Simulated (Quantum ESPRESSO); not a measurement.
# BN: phonons with PBE

The system is BN.

```
B N
1.0
     2.49824    0.00000    0.00000
    -1.24912    2.16354    0.00000
     0.00000    0.00000    6.63570
B N
2 2
Direct
  0.33333 0.66667 0.25000
  0.66667 0.33333 0.75000
  0.33333 0.66667 0.75000
  0.66667 0.33333 0.25000
```

| Property | Result |
| --- | --- |
| Program | Quantum ESPRESSO 7.5 |
| Task | phonons |
| Functional | PBE |
| Potentials or basis | PseudoDojo 0.4.1 SR PBE standard |
| Cutoff | 1143 eV |
| Density cutoff | 4572 eV |
| k mesh | 12 × 12 × 4 |
| Occupations | fermi-dirac, width 0.05 eV |
| Spin | no spin polarisation |
| Mixing beta | 0.5 |
| Most SCF iterations | 120 |
| SCF threshold | 8e-10 Ry |

```yaml
Relaxed_volume: 10.17 Å³/atom
Relaxed_cell: a = 2.511 Å, b = 2.511 Å, c = 7.452 Å, α = 90.00°, β = 90.00°, γ = 120.00°
Space_group_after_relaxing_to_0.05_Å: P6_3/mmc (No. 194)
Pressure_after_relaxing: 0.3 GPa
Band_gap_on_the_k_mesh: 4.47 eV, indirect (least direct gap 4.67 eV)
Electronic_dielectric_tensor_diagonal: 4.33, 4.33, 2.27
Born_charges_mean_of_the_diagonal: B +2.00; N -2.00 e
Highest_phonon_frequency_at_Γ_LO-TO_splitting_left_out: 1348 cm⁻¹
Static_dielectric_tensor_diagonal: 5.92, 5.92, 2.49
```

Stress tensor (GPa, compression positive):
```
0.12 0.00 0.00
0.00 0.12 0.00
0.00 0.00 0.60
```

Step by step:
| step | energy change (eV) | largest force (eV/Å) | pressure (GPa) | volume (Å³) |
| --- | --- | --- | --- | --- |
| 1 | 0.0000 | 0.0000 | 4.72 | 35.87 |
| 2 | -0.0052 | 0.0000 | -2.09 | 36.74 |
| 3 | -0.0117 | 0.0000 | 0.36 | 36.60 |
| 4 | -0.0162 | 0.0000 | 1.38 | 36.78 |
| 5 | -0.0216 | 0.0000 | 1.87 | 37.14 |
| 6 | -0.0286 | 0.0000 | 1.98 | 37.76 |
| 7 | -0.0366 | 0.0000 | 1.64 | 38.75 |
| 8 | -0.0427 | 0.0000 | 0.66 | 40.29 |
| 9 | -0.0430 | 0.0000 | 0.19 | 40.69 |
| 10 | -0.0431 | 0.0000 | 0.07 | 40.70 |
| 11 | -0.0431 | 0.0000 | 0.01 | 40.68 |

Final structure:
```cif
data_structure
_symmetry_space_group_name_H-M 'P 1'
_symmetry_Int_Tables_number 1
_cell_length_a 2.5108
_cell_length_b 2.5108
_cell_length_c 7.4523
_cell_angle_alpha 90.000
_cell_angle_beta 90.000
_cell_angle_gamma 120.000
_cell_volume 40.68
loop_
_atom_site_label
_atom_site_type_symbol
_atom_site_fract_x
_atom_site_fract_y
_atom_site_fract_z
_atom_site_occupancy
B1 B 0.33333 0.66667 0.25000 1
B2 B 0.66667 0.33333 0.75000 1
N1 N 0.33333 0.66667 0.75000 1
N2 N 0.66667 0.33333 0.25000 1
```

Levels at points of the mesh, in eV from the valence-band top:
| k point | band 4 | band 5 | band 6 | band 7 | band 8 | band 9 | band 10 | band 11 | band 12 | band 13 |
| --- | --- | --- | --- | --- | --- | --- | --- | --- | --- | --- |
| (0.00, 0.00, 0.00) | -4.58 | -1.36 | -1.36 | -1.35 | -1.35 | 4.73 | 8.94 | 11.30 | 11.60 | 11.60 |
| (0.00, 0.00, -0.50) | -5.22 | -1.35 | -1.35 | -1.35 | -1.35 | 6.49 | 6.49 | 11.62 | 11.62 | 11.62 |
| (0.00, -0.50, 0.00) | -8.84 | -4.15 | -4.13 | -1.16 | -0.65 | 4.47 | 5.26 | 9.48 | 9.99 | 12.32 |
| (0.00, -0.50, -0.50) | -8.86 | -4.14 | -4.14 | -0.90 | -0.90 | 4.78 | 4.78 | 9.84 | 9.84 | 13.04 |

Phonon frequencies in cm⁻¹ (negative: imaginary):
```csv
q point,frequencies
"(0.000, 0.000, 0.000)",-2 4 4 25 25 62 772 807 1348 1348 1348 1348
```

Electronic dielectric tensor:
```
4.33 0.00 0.00
0.00 4.33 0.00
0.00 0.00 2.27
```

Born effective charge tensors (e):
atom 1, B
```
2.70 0.00 0.00
0.00 2.70 0.00
0.00 0.00 0.59
```
atom 2, B
```
2.70 0.00 0.00
0.00 2.70 0.00
0.00 0.00 0.59
```
atom 3, N
```
-2.70  0.00  0.00
 0.00 -2.70  0.00
 0.00  0.00 -0.59
```
atom 4, N
```
-2.70  0.00  0.00
 0.00 -2.70  0.00
 0.00  0.00 -0.59
```

Optical modes at Γ, degenerate ones joined, polar ones without the macroscopic field:
```tsv
cm⁻¹	components	symmetry	active in	IR intensity, summed ((D/Å)²/amu)
25	2	E2g	Raman	0.00
62	1	B1g	silent	0.00
772	1	A2u	IR	2.59
807	1	B1g	silent	0.00
1348	2	E2g	Raman	0.00
1348	2	E1u	IR	110.48
```

Zone-centre frequencies without and with the macroscopic field along z (cm⁻¹):
|  | optical modes in rising order |
| --- | --- |
| without | 25 25 62 772 807 1348 1348 1348 1348 |
| with the field | 25 25 62 807 810 1348 1348 1348 1348 |

Static dielectric tensor, electrons and zone-centre modes:
```
5.92 0.00 0.00
0.00 5.92 0.00
0.00 0.00 2.49
```

Wall time 7.2 min on 4 MPI ranks on Arm Neoverse V1, with other jobs on the host, peak memory 0.36 GiB a rank.

Caveat: the layers were relaxed without a dispersion term, so their spacing and the soft interlayer modes are unreliable; on a mesh that holds Γ this program's dielectric tensor can be off by some percent beyond the error of the mesh; this functional lacks dispersion, which binds the layers, so the pressure and a relaxed spacing across them are unreliable. A k mesh can miss the band edges.
